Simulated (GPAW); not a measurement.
**Dielectric function and optical constants of KF (Carobbiite)**

Aim: the dielectric function of KF (Carobbiite), and the optical constants that follow from it.

Program: GPAW 26.7.0. Level of theory: DFT, PBE, plane-wave PAW (GPAW data sets), scalar-relativistic, RPA, optical limit. Results are calculated unless marked as measured.

## (1) Set-up

The structure is cubic, space group Fm-3m (No. 225). The conventional cell has a = 5.344 Å, b = 5.344 Å, c = 5.344 Å, α = 90.00°, β = 90.00°, γ = 90.00°. K has 6 F at 2.67 Å nearest. Nearest to F lie 6 K at 2.67 Å. Farther neighbours and most contacts between anions are not listed.

Coordinates:

```xyz
2
Lattice="0.0000 2.6719 2.6719 2.6719 0.0000 2.6719 2.6719 2.6719 0.0000" Properties=species:S:1:pos:R:3 pbc="T T T"
K     0.0000    0.0000    0.0000
F     2.6719    2.6719    2.6719
```

## (2) Bands for the response

The response needs many more empty bands than the density does.

This step: DFT, PBE, plane-wave PAW (GPAW data sets), scalar-relativistic, bands at fixed density (GPAW 26.7.0).

Contents of nscf.py:

```python
from ase.dft.bandgap import bandgap
from gpaw import GPAW, FermiDirac

calc = GPAW('gs.gpw').fixed_density(kpts={'size': (11, 11, 11), 'gamma': True}, nbands=34, convergence={'bands': 28},
                                    occupations=FermiDirac(0.001), txt='nscf.txt')
print('gap (eV)', bandgap(calc, output=None)[0])
print('direct gap (eV)', bandgap(calc, direct=True, output=None)[0])
print('top band over the Fermi level (eV)', min(calc.get_eigenvalues(kpt=k)[27] for k in range(len(calc.get_ibz_k_points()))) - calc.get_fermi_level())
calc.write('full.gpw', mode='all')
```

Run with:

```
> OMP_NUM_THREADS=1 python nscf.py
```

Numbers of over 12 decimals in the logs are rounded to 6 here.

Log:

```text
Diagonalizing LCAO Hamiltonian
Converting LCAO to pw mode
convergence criteria:
- Maximum integral of absolute [eigenst]ate change: 4e-08 eV^2 / valence electron
maximum number of iterations: 150

SCF iterations
|iter     |      energy | eigst |  dens |
|iter:   1||             | +3.41 |       |
|iter:   2||             | +1.90 |       |
|iter:   3||             | -0.22 |       |
|iter:   4||             | -1.68 |       |
|iter:   5||             | -3.39 |       |
|iter:   6||             | -4.70 |       |
|iter:   7||             | -6.24 |       |
|iter:   8||             | -7.27 |       |
|iter:   9||             | -7.99c|       |
SCF steps: 9
  __  _  _
 | _ |_)|_||  |
 |__||  | ||/\| - 26.7.0

Versions:
  Python: 3.12.14
  ASE:    3.29.0
  Numpy:  2.5.5
  Scipy:  1.18.1
  Libxc:  7.0.0

Input parameters:
  mode=PW(ecut=500.0),
  convergence={'bands': 28},
  gpts=array([20, 20, 20]),
  kpts=MonkhorstPack(size=(11, 11, 11), gamma=True),
  maxiter=150,
  nbands=34,
  occupations=Occupations(name='fermi-dirac', width=0.001, fixmagmom=False),
  parallel={},
  xc=XC(name='PBE')

--- standard output ---
gap (eV) 6.175882
direct gap (eV) 6.175882
top band over the Fermi level (eV) 30.388358
```

The job ended after 27 s (1 thread of Arm Neoverse V1, shared host; peak memory 0.17 GiB).

Read-outs, printed or worked out from the files:

```
gap on the k-mesh      : 6.176 eV
direct gap on the mesh : 6.176 eV
```

## (3) Dielectric function, RPA

Transitions between filled and empty bands, summed over the zone, give the optical response, so mesh, band count and broadening shape it.

The induced potential is part of this response.

This step: DFT, PBE, plane-wave PAW (GPAW data sets), scalar-relativistic, RPA, optical limit (GPAW 26.7.0).

Contents of df.py:

```python
from gpaw.response.df import DielectricFunction

df = DielectricFunction('full.gpw', frequencies={'type': 'nonlinear', 'domega0': 0.03, 'omega2': 8},
                        ecut=50,
                        eta=0.15,
                        nbands=28,
                        txt='df.txt')
for direction in ['x', 'z']:
    df.get_dielectric_function(xc='RPA', direction=direction, filename=f'df_{direction}.csv')
```

Run with:

```
> OMP_NUM_THREADS=1 python df.py
```

Log:

```text
Using integrator: PointIntegrator
NonLinearFrequencyDescriptor(from 0.000 to 64.819 eV, 497 points)
Nonperiodic BCs:  [False False False]
Using integrator: PointIntegrator
NonLinearFrequencyDescriptor(from 0.000 to 64.819 eV, 497 points)
Nonperiodic BCs:  [False False False]

Calculating chi0 body with:
    Ground state adapter containing:
    Number of spins: 1
    Number of kpoints: 1331
    Number of irreducible kpoints: 56
    Number of completely occupied states: 8
    Number of partially occupied states: 8

    Linear response parametrization:
    q_c: [0.0, 0.0, 0.0]
    Number of frequency points: 497
    Planewave cutoff: 50.0
    Number of bands: 28
    Number of planewaves: 27
    Broadening (eta): 0.15

Integrating chi0 body.

Symmetries of q_c:
    Direct symmetries (Uq -> q): 48
    Indirect symmetries (TUq -> q): 0
In total 48 allowed symmetries.

56 groups of equivalent kpoints. 95.792637% reduction.

Integral kind: spectral function

Calculating chi0 optical extensions with:
    Ground state adapter containing:
    Number of spins: 1
    Number of kpoints: 1331
    Number of irreducible kpoints: 56
    Number of completely occupied states: 8
    Number of partially occupied states: 8

    Linear response parametrization:
    Number of frequency points: 497
    Planewave cutoff: 50.0
    Number of bands: 28
    Number of planewaves: 27
    Broadening (eta): 0.15
Integrating chi0 head and wings.

Symmetries of q_c:
    Direct symmetries (Uq -> q): 48
    Indirect symmetries (TUq -> q): 0
In total 48 allowed symmetries.

56 groups of equivalent kpoints. 95.792637% reduction.

Integral kind: spectral function wings
```

The job ended after 5.9 s (1 thread; peak memory 0.21 GiB).

Read-outs, printed or worked out from the files:

```
electronic dielectric constant ε∞, mean over x, y and z (by symmetry where fewer were run) : 1.903
main peak of Im epsilon, first axis                                                        : 10.45 eV
```

The Im ε, E ∥ x or z has structure finer than the step of the table below, so its rows give means over 0.25 eV, whole bins alone (the curve runs from 0 to 14.0 eV). Peaks (eV: height): 10.448: 1.61, 11.787: 1.27, 13.425: 1.13.

Values under the direct gap are tails of Lorentzian lines. The Im ε, E ∥ x or z by photon energy; means over each step:

| photon energy (eV) | Im ε, E ∥ x or z |
| --- | --- |
| 0.25 | 4.2e-4 |
| 0.50 | 8.4e-4 |
| 0.75 | 0.00128 |
| 1.00 | 0.00172 |
| 1.25 | 0.00217 |
| 1.50 | 0.00265 |
| 1.75 | 0.00315 |
| 2.00 | 0.00368 |
| 2.25 | 0.00425 |
| 2.50 | 0.00486 |
| 2.75 | 0.00554 |
| 3.00 | 0.00627 |
| 3.25 | 0.00710 |
| 3.50 | 0.00803 |
| 3.75 | 0.00909 |
| 4.00 | 0.0103 |
| 4.25 | 0.0118 |
| 4.50 | 0.0136 |
| 4.75 | 0.0159 |
| 5.00 | 0.0188 |
| 5.25 | 0.0229 |
| 5.50 | 0.0291 |
| 5.75 | 0.0403 |
| 6.00 | 0.0685 |
| 6.25 | 0.150 |
| 6.50 | 0.277 |
| 6.75 | 0.304 |
| 7.00 | 0.444 |
| 7.25 | 0.406 |
| 7.50 | 0.476 |
| 7.75 | 0.542 |
| 8.00 | 0.553 |
| 8.25 | 0.607 |
| 8.50 | 0.816 |
| 8.75 | 0.841 |
| 9.00 | 0.999 |
| 9.25 | 1.05 |
| 9.50 | 1.19 |
| 9.75 | 1.24 |
| 10.00 | 1.43 |
| 10.25 | 1.45 |
| 10.50 | 1.49 |
| 10.75 | 1.00 |
| 11.00 | 0.698 |
| 11.25 | 0.775 |
| 11.50 | 1.07 |
| 11.75 | 1.24 |
| 12.00 | 1.10 |
| 12.25 | 0.837 |
| 12.50 | 0.808 |
| 12.75 | 0.874 |
| 13.00 | 0.890 |
| 13.25 | 0.982 |
| 13.50 | 1.06 |
| 13.75 | 0.806 |

Re ε, E ∥ x or z against photon energy:

```csv
photon energy (eV),"Re ε, E ∥ x or z"
0.0,1.90
0.5,1.90
1.0,1.91
1.5,1.92
2.0,1.93
2.5,1.94
3.0,1.96
3.5,1.98
4.0,2.01
4.5,2.05
5.0,2.11
5.5,2.18
6.0,2.31
6.5,2.37
7.0,2.38
7.5,2.44
8.0,2.31
8.5,2.43
9.0,2.34
9.5,2.23
10.0,2.00
10.5,1.36
11.0,1.42
11.5,1.78
12.0,1.22
12.5,1.41
13.0,1.37
13.5,1.13
```

The refractive index n and extinction k by photon energy:

| photon energy (eV) | n | k |
| --- | --- | --- |
| 0.0 | 1.38 | 0 |
| 0.5 | 1.38 | 3.1e-4 |
| 1.0 | 1.38 | 6.2e-4 |
| 1.5 | 1.38 | 9.6e-4 |
| 2.0 | 1.39 | 0.00133 |
| 2.5 | 1.39 | 0.00175 |
| 3.0 | 1.40 | 0.00224 |
| 3.5 | 1.41 | 0.00285 |
| 4.0 | 1.42 | 0.00364 |
| 4.5 | 1.43 | 0.00474 |
| 5.0 | 1.45 | 0.00646 |
| 5.5 | 1.48 | 0.00979 |
| 6.0 | 1.52 | 0.0218 |
| 6.5 | 1.54 | 0.0965 |
| 7.0 | 1.55 | 0.150 |
| 7.5 | 1.57 | 0.154 |
| 8.0 | 1.53 | 0.180 |
| 8.5 | 1.58 | 0.266 |
| 9.0 | 1.56 | 0.326 |
| 9.5 | 1.54 | 0.393 |
| 10.0 | 1.50 | 0.487 |
| 10.5 | 1.31 | 0.596 |
| 11.0 | 1.22 | 0.278 |
| 11.5 | 1.39 | 0.391 |
| 12.0 | 1.20 | 0.461 |
| 12.5 | 1.23 | 0.327 |
| 13.0 | 1.22 | 0.362 |
| 13.5 | 1.16 | 0.470 |

The Im ε, E ∥ x or z has structure finer than the step of the table below, so its rows give means over 0.25 eV, whole bins alone (the curve runs from 0 to 14.0 eV). Peaks (eV: height): without local fields 10.448: 1.66, 11.787: 1.35, 13.425: 1.22; with local fields 10.448: 1.61, 11.787: 1.27, 13.425: 1.13.

Values under the direct gap are tails of Lorentzian lines. Im ε, E ∥ x or z against photon energy; means over each step:

```csv
photon energy (eV),without local fields,with local fields
0.25,4.8e-4,4.2e-4
0.50,9.7e-4,8.4e-4
0.75,0.00146,0.00128
1.00,0.00196,0.00172
1.25,0.00248,0.00217
1.50,0.00302,0.00265
1.75,0.00359,0.00315
2.00,0.00419,0.00368
2.25,0.00483,0.00425
2.50,0.00552,0.00486
2.75,0.00627,0.00554
3.00,0.00709,0.00627
3.25,0.00801,0.00710
3.50,0.00904,0.00803
3.75,0.0102,0.00909
4.00,0.0116,0.0103
4.25,0.0132,0.0118
4.50,0.0151,0.0136
4.75,0.0175,0.0159
5.00,0.0206,0.0188
5.25,0.0250,0.0229
5.50,0.0315,0.0291
5.75,0.0431,0.0403
6.00,0.0720,0.0685
6.25,0.155,0.150
6.50,0.284,0.277
6.75,0.314,0.304
7.00,0.457,0.444
7.25,0.420,0.406
7.50,0.497,0.476
7.75,0.570,0.542
8.00,0.585,0.553
8.25,0.664,0.607
8.50,0.907,0.816
8.75,0.948,0.841
9.00,1.12,0.999
9.25,1.18,1.05
9.50,1.34,1.19
9.75,1.38,1.24
10.00,1.57,1.43
10.25,1.55,1.45
10.50,1.52,1.49
10.75,1.00,1.00
11.00,0.726,0.698
11.25,0.841,0.775
11.50,1.17,1.07
11.75,1.32,1.24
12.00,1.13,1.10
12.25,0.883,0.837
12.50,0.885,0.808
12.75,0.970,0.874
13.00,0.982,0.890
13.25,1.10,0.982
13.50,1.13,1.06
13.75,0.857,0.806
```

The loss function −Im 1/ε at q → 0, E ∥ x or z has structure finer than the step of the table below, so its rows give means over 0.5 eV, whole bins alone (the curve runs from 0 to 14.0 eV). Peaks (eV: height): 10.66: 0.447, 12.02: 0.414, 13.69: 0.496.

Values under the direct gap are tails of Lorentzian lines. Table of loss function −Im 1/ε at q → 0, E ∥ x or z by energy loss; means over each step:

```
energy loss (eV)  loss function −Im 1/ε at q → 0, E ∥ x or z
             0.5                                      2.3e-4
             1.0                                      4.7e-4
             1.5                                      7.2e-4
             2.0                                      9.9e-4
             2.5                                     0.00129
             3.0                                     0.00164
             3.5                                     0.00205
             4.0                                     0.00256
             4.5                                     0.00324
             5.0                                     0.00427
             5.5                                     0.00620
             6.0                                      0.0138
             6.5                                      0.0435
             7.0                                      0.0707
             7.5                                      0.0791
             8.0                                      0.0923
             8.5                                       0.119
             9.0                                       0.150
             9.5                                       0.186
            10.0                                       0.237
            10.5                                       0.362
            11.0                                       0.290
            11.5                                       0.252
            12.0                                       0.381
            12.5                                       0.314
            13.0                                       0.319
            13.5                                       0.426
```

From ε follow the optical constants at some laser and lamp lines:

```
wavelength (nm)     n      k  R (%)     1/α
           1550  1.38  0.000    2.6  250 µm
            633  1.39  0.001    2.6   39 µm
            450  1.40  0.002    2.7   18 µm
            405  1.40  0.002    2.8   14 µm
            365  1.41  0.003    2.8   11 µm
            308  1.42  0.004    3.0  6.6 µm
            193  1.56  0.087    4.9  176 nm
```

Below the direct gap, k and the depth come from the tails of the Lorentzian lines, not from transitions.

Rows near the edge hang on the gap, which this functional as a rule makes too small, and phonon-assisted absorption is left out.

## (4) Outcome

| Quantity | Value |
| --- | --- |
| electronic dielectric constant ε∞, mean over x, y and z (by symmetry where fewer were run) (RPA) | 1.90 |
| main peak of Im epsilon, first axis | 10.4 eV |

In words: At this level (PBE, RPA) KF has ε∞ = 1.90 and n = 1.38 at 1550 nm, and Im ε peaks at 10.4 eV. On the mesh the gap is 6.18 eV and the least direct gap 6.18 eV. Local fields change the static value along x from 2.07 to 1.90 (-8 %). Distinct maxima of Im ε, read by a parabola through the highest points, lie at 7.90 eV (0.62), 10.45 eV (1.6), 11.80 eV (1.3) and 13.43 eV (1.1). Excitons and phonon-assisted transitions are missing; PBE gaps are as a rule too small, which pulls the onset down and ε∞ up. The sum runs over mesh points, so small or evenly spaced maxima can still be ripples of the mesh. In this version of GPAW the matrix elements of the optical limit are incomplete, which can lower ε − 1 by up to a tenth where first-row anions or d states rule, and shift it by more in d metals.

[Machine, clock and banner lines and Python warnings are left out of the logs.]

[Logs are printed without paths, hosts, clocks, repeated set-up lines and the standing remarks that a program may print on its own settings, such as how far it seeks lower states.]

[Hosts, paths, dates, database ids (printed as entryN), source tags and the programs' standing remarks are cut or masked in the printed files.]
